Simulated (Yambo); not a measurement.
Here is a Yambo 5.3.0 calculation.

The input eels4.in:

```
optics
chi
Chimod= "HARTREE"
% BndsRnXd
 1 | 39 |
%
NGsBlkXd= 3 Ry
% LongDrXd
 1 | 1 | 1 |
%
% QpntsRXd
 6 | 6 |
%
% EnRngeXd
 0 | 50 | eV
%
% DmRngeXd
 0.3 | 0.3 | eV
%
ETStpsXd= 250
```

File scf.in:

```
&CONTROL
  calculation = 'scf'
  prefix = 'pwscf'
  outdir = './tmp'
  pseudo_dir = './pseudo'
/
&SYSTEM
  ibrav = 0
  nat = 2
  ntyp = 2
  ecutwfc = 70
  nbnd = 15
  occupations = 'smearing'
  smearing = 'fd'
  degauss = 0.00367493
  force_symmorphic = .true.
/
&ELECTRONS
  conv_thr = 4d-10
  electron_maxstep = 120
  mixing_beta = 0.5
/
ATOMIC_SPECIES
In   114.8180 In.upf
P     30.9738 P.upf
CELL_PARAMETERS angstrom
   0.0000000000    2.9305000000    2.9305000000
   2.9305000000    0.0000000000    2.9305000000
   2.9305000000    2.9305000000    0.0000000000
ATOMIC_POSITIONS crystal
In     0.0000000000    0.0000000000    0.0000000000
P      0.7500000000    0.7500000000    0.7500000000
K_POINTS automatic
12 12 12 0 0 0
```

The input nscf.in:

```
&CONTROL
  calculation = 'nscf'
  prefix = 'pwscf'
  outdir = './tmp'
  pseudo_dir = './pseudo'
/
&SYSTEM
  ibrav = 0
  nat = 2
  ntyp = 2
  ecutwfc = 70
  nbnd = 39
  occupations = 'fixed'
  force_symmorphic = .true.
/
&ELECTRONS
  conv_thr = 1d-08
  diago_full_acc = .true.
  diago_thr_init = 1d-06
/
ATOMIC_SPECIES
In   114.8180 In.upf
P     30.9738 P.upf
CELL_PARAMETERS angstrom
   0.0000000000    2.9305000000    2.9305000000
   2.9305000000    0.0000000000    2.9305000000
   2.9305000000    2.9305000000    0.0000000000
ATOMIC_POSITIONS crystal
In     0.0000000000    0.0000000000    0.0000000000
P      0.7500000000    0.7500000000    0.7500000000
K_POINTS automatic
12 12 12 0 0 0
```

Potentials or basis: PseudoDojo 0.4.1 SR PBE standard.

Run with:

```sh
$ OMP_NUM_THREADS=1 pw.x -in scf.in > scf.out
$ OMP_NUM_THREADS=1 pw.x -in nscf.in > nscf.out
$ cd tmp/pwscf.save; p2y; mv SAVE ../..; cd ../..
$ OMP_NUM_THREADS=1 yambo
$ OMP_NUM_THREADS=1 yambo -F eels4.in -J eels4 -C eels4_out
```

**Question.** Estimate the band gap on the k mesh, mean-field level.

**Answer.** 0.71 eV, direct.

Energy-loss function at q = [0.0, 0.0, 0.41667] (reciprocal lattice):
| energy (eV) | loss |
| --- | --- |
| 0.0 | 0.007 |
| 2.2 | 0.010 |
| 4.4 | 0.043 |
| 6.4 | 0.105 |
| 8.6 | 0.209 |
| 10.8 | 0.400 |
| 13.1 | 0.697 |
| 15.3 | 1.132 |
| 17.5 | 1.398 |
| 19.5 | 1.063 |
| 21.7 | 0.798 |
| 23.9 | 0.510 |
| 26.1 | 0.404 |
| 28.3 | 0.348 |
| 30.5 | 0.288 |
| 32.5 | 0.243 |
| 34.7 | 0.249 |
| 36.9 | 0.179 |
| 39.2 | 0.180 |
| 41.4 | 0.213 |
| 43.6 | 0.234 |
| 45.6 | 0.242 |
| 47.8 | 0.302 |
| 50.0 | 0.626 |

Caveat: spin-orbit coupling is left out, which moves the levels of the heavy elements.

**Measured values to compare with.**

From a printed reference work, data compilation, for a bulk crystal of InP at 1.6 K: band gap 1.4236 eV (direct).

Measured gap of InP: 1.4236 eV (direct; 1.6 K; a printed reference work, data compilation). This calculation gives 0.71 eV (-0.71 eV). Spin-orbit coupling on In is left out. The value is that of PBE on a finite k mesh, which can miss the band edges, without temperature or zero-point motion. Semilocal functionals fall short of measured gaps as a rule.
